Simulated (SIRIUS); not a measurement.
# HgTe (Fm-3m) in SIRIUS: convergence with smearing width

Aim: find how far smearing width must go before the results for HgTe settle, at PBE. This setting moves, with any that are tied to it; all else stays.

All numbers are computed with SIRIUS 7.10.0; they aren't measurements. Logs are shortened: lines on timing, memory, paths and dates and some standing lists are left out, and cuts for length are marked. The log counts tension as positive stress, the text compression.

**1. The crystal as given**

It takes space group Fm-3m (No. 225, cubic). The conventional cell has a = 6.360 Å, b = 6.360 Å, c = 6.360 Å, α = 90.00°, β = 90.00°, γ = 90.00°. Around Hg (site symmetry m-3m) lie 6 Te at 3.18 Å. Te (site symmetry m-3m) is surrounded by 6 Hg at 3.18 Å.

Measurements of this composition are mostly on another form, of space group No. 216.

**2. With smearing width 0.4 eV**

sirius.json

```json
{
  "control": {
    "processing_unit": "cpu",
    "verbosity": 2,
    "num_bands_to_print": 32,
    "print_forces": true,
    "print_stress": true
  },
  "parameters": {
    "electronic_structure_method": "pseudopotential",
    "xc_functionals": ["XC_GGA_X_PBE", "XC_GGA_C_PBE"],
    "gk_cutoff": 10.4,
    "pw_cutoff": 20.8,
    "ngridk": [5, 5, 5],
    "shiftk": [0, 0, 0],
    "smearing": "gaussian",
    "smearing_width": 0.0146997289,
    "num_bands": 32,
    "num_mag_dims": 0,
    "num_dft_iter": 100,
    "energy_tol": 1e-08,
    "density_tol": 1e-06
  },
  "iterative_solver": {
    "type": "davidson",
    "min_tolerance": 1e-10
  },
  "mixer": {
    "type": "anderson",
    "beta": 0.7,
    "max_history": 8
  },
  "settings": {
    "tol_ne": 1e-10
  },
  "unit_cell": {
    "lattice_vectors": [
      [0.0, 6.00932907631, 6.00932907631],
      [6.00932907631, 0.0, 6.00932907631],
      [6.00932907631, 6.00932907631, 0.0]
    ],
    "atom_coordinate_units": "lattice",
    "atom_types": ["Hg", "Te"],
    "atom_files": {
      "Te": "Te.json",
      "Hg": "Hg.json"
    },
    "atoms": {
      "Hg": [
        [0.0, 0.0, 0.0]
      ],
      "Te": [
        [0.5, 0.5, 0.5]
      ]
    }
  }
}
```

Potentials or basis: PseudoDojo 0.4 PBE stringent (scalar relativistic).

Launch:

```
upf_to_json Te.upf
upf_to_json Hg.upf
OMP_NUM_THREADS=1 sirius.scf --input=sirius.json --output=out.json --task=0
```

It took 1.8 min on 1 thread of Arm Neoverse V1, shared host; peak memory 0.48 GiB.

What came out:

- Free energy: -12149.1605 eV
- Pressure: -3.4 GPa
- Band gap on the k mesh: none (metal or under the smearing width)

**3. With smearing width 0.3 eV**

Edit sirius.json of step 2 so:

```diff
@@ -16,3 +16,3 @@
     "smearing": "gaussian",
-    "smearing_width": 0.0146997289,
+    "smearing_width": 0.0110247967,
     "num_bands": 32,
@@ -37,6 +37,7 @@
     "lattice_vectors": [
-      [0.0, 6.00932907631, 6.00932907631],
-      [6.00932907631, 0.0, 6.00932907631],
-      [6.00932907631, 6.00932907631, 0.0]
+      [0.0, 0.707106781187, 0.707106781187],
+      [0.707106781187, 0.0, 0.707106781187],
+      [0.707106781187, 0.707106781187, 0.0]
     ],
+    "lattice_vectors_scale": 8.4984746805,
     "atom_coordinate_units": "lattice",
```

Potentials or basis: PseudoDojo 0.4 PBE stringent (scalar relativistic).

Launch:

```
upf_to_json Te.upf
upf_to_json Hg.upf
OMP_NUM_THREADS=1 sirius.scf --input=sirius.json --output=out.json --task=0
```

Wall time 1.7 min (1 thread of Arm Neoverse V1, shared host); peak memory 0.48 GiB.

It converged, with:

- Free energy: -12149.1416 eV
- Pressure: -3.5 GPa
- Band gap on the k mesh: none (metal or under the smearing width)

**4. With smearing width 0.2 eV**

Edit sirius.json of step 3 so:

```diff
@@ -16,3 +16,3 @@
     "smearing": "gaussian",
-    "smearing_width": 0.0110247967,
+    "smearing_width": 0.0073498644,
     "num_bands": 32,
@@ -37,7 +37,6 @@
     "lattice_vectors": [
-      [0.0, 0.707106781187, 0.707106781187],
-      [0.707106781187, 0.0, 0.707106781187],
-      [0.707106781187, 0.707106781187, 0.0]
+      [0.0, 6.00932907631, 6.00932907631],
+      [6.00932907631, 0.0, 6.00932907631],
+      [6.00932907631, 6.00932907631, 0.0]
     ],
-    "lattice_vectors_scale": 8.4984746805,
     "atom_coordinate_units": "lattice",
```

Launch:

```
upf_to_json Te.upf
upf_to_json Hg.upf
OMP_NUM_THREADS=1 sirius.scf --input=sirius.json --output=out.json --task=0
```

Wall time 1.7 min (1 thread of Arm Neoverse V1, shared host); peak memory 0.48 GiB.

Results (log left out):

```
Free energy            : -12149.1279 eV
Pressure               : -3.6 GPa
Band gap on the k mesh : none (metal or under the smearing width)
```

**5. With smearing width 0.136 eV**

Edit sirius.json of step 4 so:

```diff
@@ -16,3 +16,3 @@
     "smearing": "gaussian",
-    "smearing_width": 0.0073498644,
+    "smearing_width": 0.0049979078,
     "num_bands": 32,
```

Launch:

```
upf_to_json Te.upf
upf_to_json Hg.upf
OMP_NUM_THREADS=1 sirius.scf --input=sirius.json --output=out.json --task=0
```

Wall time 1.8 min (1 thread of Arm Neoverse V1, shared host); peak memory 0.47 GiB.

Results (log left out):

```
Free energy            : -12149.1211 eV
Pressure               : -3.6 GPa
Band gap on the k mesh : none (metal or under the smearing width)
```

**6. With smearing width 0.1 eV**

Edit sirius.json of step 5 so:

```diff
@@ -16,3 +16,3 @@
     "smearing": "gaussian",
-    "smearing_width": 0.0049979078,
+    "smearing_width": 0.0036749322,
     "num_bands": 32,
@@ -37,6 +37,7 @@
     "lattice_vectors": [
-      [0.0, 6.00932907631, 6.00932907631],
-      [6.00932907631, 0.0, 6.00932907631],
-      [6.00932907631, 6.00932907631, 0.0]
+      [0.0, 0.707106781187, 0.707106781187],
+      [0.707106781187, 0.0, 0.707106781187],
+      [0.707106781187, 0.707106781187, 0.0]
     ],
+    "lattice_vectors_scale": 8.4984746805,
     "atom_coordinate_units": "lattice",
```

Potentials or basis: PseudoDojo 0.4 PBE stringent (scalar relativistic).

Launch:

```
upf_to_json Te.upf
upf_to_json Hg.upf
OMP_NUM_THREADS=1 sirius.scf --input=sirius.json --output=out.json --task=0
```

It took 1.7 min on 1 thread of Arm Neoverse V1, shared host; peak memory 0.48 GiB.

Results (log left out):

```yaml
Free_energy: -12149.1176 eV
Pressure: -3.6 GPa
Band_gap_on_the_k_mesh: none (metal or under the smearing width)
```

**7. With smearing width 0.05 eV**

Edit sirius.json of step 6 so:

```diff
@@ -16,3 +16,3 @@
     "smearing": "gaussian",
-    "smearing_width": 0.0036749322,
+    "smearing_width": 0.0018374661,
     "num_bands": 32,
```

Launch:

```
upf_to_json Te.upf
upf_to_json Hg.upf
OMP_NUM_THREADS=1 sirius.scf --input=sirius.json --output=out.json --task=0
```

Run time: 1.7 min. Hardware: 1 thread of Arm Neoverse V1, shared host; peak memory 0.48 GiB.

The run converged. Its results:

```
Free energy            : -12149.1134 eV
Pressure               : -3.6 GPa
Band gap on the k mesh : none (metal or under the smearing width)
```

**8. With smearing width 0.025 eV**

Edit sirius.json of step 7 so:

```diff
@@ -16,3 +16,3 @@
     "smearing": "gaussian",
-    "smearing_width": 0.0018374661,
+    "smearing_width": 0.0009187331,
     "num_bands": 32,
```

Launch:

```
upf_to_json Te.upf
upf_to_json Hg.upf
OMP_NUM_THREADS=1 sirius.scf --input=sirius.json --output=out.json --task=0
```

Wall time 1.7 min (1 thread of Arm Neoverse V1, shared host); peak memory 0.48 GiB.

Results (log left out):

| Quantity | Value |
| --- | --- |
| Free energy | -12149.1117 eV |
| Pressure | -3.6 GPa |
| Band gap on the k mesh | none (metal or under the smearing width) |

**9. With smearing width 0.01 eV**

Edit sirius.json of step 8 so:

```diff
@@ -16,3 +16,3 @@
     "smearing": "gaussian",
-    "smearing_width": 0.0009187331,
+    "smearing_width": 0.0003674932,
     "num_bands": 32,
@@ -37,7 +37,6 @@
     "lattice_vectors": [
-      [0.0, 0.707106781187, 0.707106781187],
-      [0.707106781187, 0.0, 0.707106781187],
-      [0.707106781187, 0.707106781187, 0.0]
+      [0.0, 6.00932907631, 6.00932907631],
+      [6.00932907631, 0.0, 6.00932907631],
+      [6.00932907631, 6.00932907631, 0.0]
     ],
-    "lattice_vectors_scale": 8.4984746805,
     "atom_coordinate_units": "lattice",
```

Potentials or basis: PseudoDojo 0.4 PBE stringent (scalar relativistic).

Launch:

```
upf_to_json Te.upf
upf_to_json Hg.upf
OMP_NUM_THREADS=1 sirius.scf --input=sirius.json --output=out.json --task=0
```

What it wrote:

```text
[info] SIRIUS version : 7.10.0
[info] number of MPI ranks           : 1
[info] MPI grid                      : 1 1
[info] maximum number of OMP threads : 1
[fft] FFT context for density and potential
[fft] =====================================
[fft]   comm size                             : 1
[fft]   plane wave cutoff                     : 20.8
[fft]   grid size                             : 60 60 60   total : 216000
[fft]   grid limits                           : -29 30   -29 30   -29 30
[fft]   number of G-vectors within the cutoff : 32978
[fft]   local number of G-vectors             : 32978
[fft]   number of G-shells                    : 1690
[fft] FFT context for coarse grid
[fft] =====================================
[fft]   comm size                             : 1
[fft]   plane wave cutoff                     : 20.8
[fft]   grid size                             : 60 60 60   total : 216000
[fft]   grid limits                           : -29 30   -29 30   -29 30
[fft]   number of G-vectors within the cutoff : 32978
[fft]   local number of G-vectors             : 32978
[fft]   number of G-shells                    : 1690
[unit cell] lattice vectors
[unit cell]   a1 :       0.0000000000      6.0093290763      6.0093290763
[unit cell]   a2 :       6.0093290763      0.0000000000      6.0093290763
[unit cell]   a3 :       6.0093290763      6.0093290763      0.0000000000
[unit cell] reciprocal lattice vectors
[unit cell]   b1 :      -0.5227859240      0.5227859240      0.5227859240
[unit cell]   b2 :       0.5227859240     -0.5227859240      0.5227859240
[unit cell]   b3 :       0.5227859240      0.5227859240     -0.5227859240
[unit cell] unit cell volume :       434.01821525 [a.u.^3]
[unit cell] 1/sqrt(omega)    :         0.04800053
[unit cell] MT volume        :         0.00000000 ( 0.00%)
[unit cell] IT volume        :       434.01821525 (100.00%)
[unit cell] number of atom types : 2
[unit cell] type id : 0 symbol : Hg mt_radius :  12.610000 num_atoms : 1
[unit cell] type id : 1 symbol : Te mt_radius :  12.930000 num_atoms : 1
[unit cell] total number of atoms : 2
[unit cell] number of symmetry classes : 2
[unit cell] number of PAW atoms : 0
[unit cell] atom id  type id  class id             position                      vector_field
[unit cell] ------------------------------------------------------------------------------------------
[unit cell]      0        0        0      0.00000   0.00000   0.00000      0.00000   0.00000   0.00000
[unit cell]      1        1        1      0.50000   0.50000   0.50000      0.00000   0.00000   0.00000
[unit cell] atom id         position (Cartesian, a.u.)
[unit cell] ---------------------------------------------
[unit cell]      0       0.000000    0.000000    0.000000
[unit cell]      1       6.009329    6.009329    6.009329
[unit cell] class id : 0 atom id : 0
[unit cell] class id : 1 atom id : 1
[unit cell] minimum bond length:     6.009329
[unit cell] total number of pseudo wave-functions: 23
[sym] space group number   : 225
[sym] international symbol : Fm-3m
[... 360 lines left out ...]
[find] one-electron contribution      :    -296.71149102 (Ha),    -593.42298204 (Ry)
[find] hartree contribution           :     143.46013402
[find] xc contribution                :     -63.53694518
[find] ewald contribution             :    -229.68325098
[find] PAW contribution               :       0.00000000
[find] smearing (-TS)                 :      -0.00002621
[find] SCF correction                 :       0.00000026
[find] Total energy                   :    -446.47155290 (Ha),    -892.94310579 (Ry)
[find] Free energy (E-TS)             :    -446.47157911 (Ha),    -892.94315822 (Ry)
[find] band gap (eV)                  :       0.00000000
[find] Efermi                         :       0.36486671
[find] iteration : 16, RMS : 4.359818313940e-09, energy difference : 1.398348103976e-11
[find] Hartree energy of density residual : 3.843025008180e-15
[find] bands are converged : true
[find] iterative solver converged : true
[find] converged after 17 SCF iterations!
[find] Charges and magnetic moments
[find] --------------------------------------------------------------------------------
[find] total charge          : 44.000000
[find] Energy
[find] --------------------------------------------------------------------------------
[find] valence_eval_sum               :     -59.07526401
[find] <rho|V^{XC}>                   :     -49.28404103
[find] <rho|E^{XC}>                   :     -63.53694518
[find] <mag|B^{XC}>                   :       0.00000000
[find] <rho|V^{H}>                    :     286.92026804
[find] one-electron contribution      :    -296.71149102 (Ha),    -593.42298204 (Ry)
[find] hartree contribution           :     143.46013402
[find] xc contribution                :     -63.53694518
[find] ewald contribution             :    -229.68325098
[find] PAW contribution               :       0.00000000
[find] smearing (-TS)                 :      -0.00002621
[find] SCF correction                 :       0.00000026
[find] Total energy                   :    -446.47155290 (Ha),    -892.94310579 (Ry)
[find] Free energy (E-TS)             :    -446.47157911 (Ha),    -892.94315822 (Ry)
[find] band gap (eV)                  :       0.00000000
[find] Efermi                         :       0.36486671
[ground_state] === stress tensor components [kbar] ===
[ground_state] === stress_kin ===
[ground_state] -64330.101026   -0.000000    0.000000
[ground_state]    -0.000000-64330.101026    0.000000
[ground_state]     0.000000    0.000000-64330.101026
[ground_state] === stress_har ===
[ground_state] -32416.015134   -0.000000    0.000000
[ground_state]    -0.000000-32416.015134    0.000000
[ground_state]     0.000000    0.000000-32416.015134
[ground_state] === stress_ewald ===
[ground_state] 51898.848350    0.000000    0.000000
[ground_state]     0.00000051898.848350   -0.000000
[ground_state]     0.000000   -0.00000051898.848350
[ground_state] === stress_vloc ===
[ground_state] 37393.436599    0.000000   -0.000000
[ground_state]     0.00000037393.436599   -0.000000
[ground_state]    -0.000000   -0.00000037393.436599
[ground_state] === stress_xc ===
[ground_state] -9257.494556   -0.000000    0.000000
[ground_state]    -0.000000-9257.494556    0.000000
[ground_state]     0.000000    0.000000-9257.494556
[ground_state] === stress_core ===
[ground_state] 20094.719279    0.000000   -0.000000
[ground_state]     0.00000020094.719279   -0.000000
[ground_state]    -0.000000   -0.00000020094.719279
[ground_state] === stress_nonloc ===
[ground_state] -3347.418605   -0.000000   -0.000000
[ground_state]    -0.000000-3347.418605    0.000000
[ground_state]    -0.000000    0.000000-3347.418605
[ground_state] === stress_us_nl ===
[ground_state] -3347.418605   -0.000000   -0.000000
[ground_state]    -0.000000-3347.418605    0.000000
[ground_state]    -0.000000    0.000000-3347.418605
[ground_state] === stress_total ===
[ground_state]    35.974907    0.000000   -0.000000
[ground_state]     0.000000   35.974907   -0.000000
[ground_state]    -0.000000   -0.000000   35.974907
[ground_state] ==== total Forces in Ha/bohr =====
[ground_state] atom:    0, force:       0.0000000      0.0000000      0.0000000
[ground_state] atom:    1, force:       0.0000000      0.0000000      0.0000000
[ground_state] ==== ultrasoft contribution from Qij =====
[ground_state] atom:    0, force:       0.0000000      0.0000000      0.0000000
[ground_state] atom:    1, force:       0.0000000      0.0000000      0.0000000
[ground_state] ==== non-local contribution from Beta-projector =====
[ground_state] atom:    0, force:       0.0000000      0.0000000      0.0000000
[ground_state] atom:    1, force:       0.0000000      0.0000000      0.0000000
[ground_state] ==== contribution from local potential =====
[ground_state] atom:    0, force:       0.0000000      0.0000000      0.0000000
[ground_state] atom:    1, force:       0.0000000      0.0000000      0.0000000
[ground_state] ==== contribution from core density =====
[ground_state] atom:    0, force:       0.0000000      0.0000000      0.0000000
[ground_state] atom:    1, force:       0.0000000      0.0000000      0.0000000
[ground_state] ==== Ewald forces from ions =====
[ground_state] atom:    0, force:       0.0000000      0.0000000      0.0000000
[ground_state] atom:    1, force:       0.0000000      0.0000000      0.0000000
[~DFT_ground_state] local op. applied: 10980
[~DFT_ground_state] evp. work count: 1263.99
[~DFT_ground_state] number of iterative solver steps: 439
```

Wall time 1.7 min (1 thread of Arm Neoverse V1, shared host); peak memory 0.48 GiB.

Results:

| Quantity | Value |
| --- | --- |
| Free energy | -12149.1106 eV |
| Pressure | -3.6 GPa |
| Band gap on the k mesh | none (metal or under the smearing width) |

**10. The series at a glance**

| smearing width | energy less the tightest run, at zero smearing (meV/atom) | pressure (GPa) | SCF cycles | CPU time (s) | peak memory (GiB) |
| --- | --- | --- | --- | --- | --- |
| 0.4 eV | -3.80 | -3.42 | 18 | 110 | 0.48 |
| 0.3 eV | -3.46 | -3.50 | 17 | 100 | 0.48 |
| 0.2 eV | -3.14 | -3.58 | 17 | 100 | 0.48 |
| 0.136 eV | -2.00 | -3.59 | 17 | 110 | 0.47 |
| 0.1 eV | -1.37 | -3.59 | 17 | 100 | 0.48 |
| 0.05 eV | -0.70 | -3.60 | 17 | 100 | 0.48 |
| 0.025 eV | -0.27 | -3.60 | 17 | 100 | 0.48 |
| 0.01 eV | 0.00 | -3.60 | 17 | 100 | 0.48 |

Against the tightest run, the energy stays within 1 meV/atom from 0.05 eV on; the pressure stays within 0.1 GPa from 0.3 eV on. Narrower smearing needs a denser k mesh, so at a fixed mesh the narrowest width isn't the most accurate. The tightest run that finished is the yardstick and may itself not be fully converged.
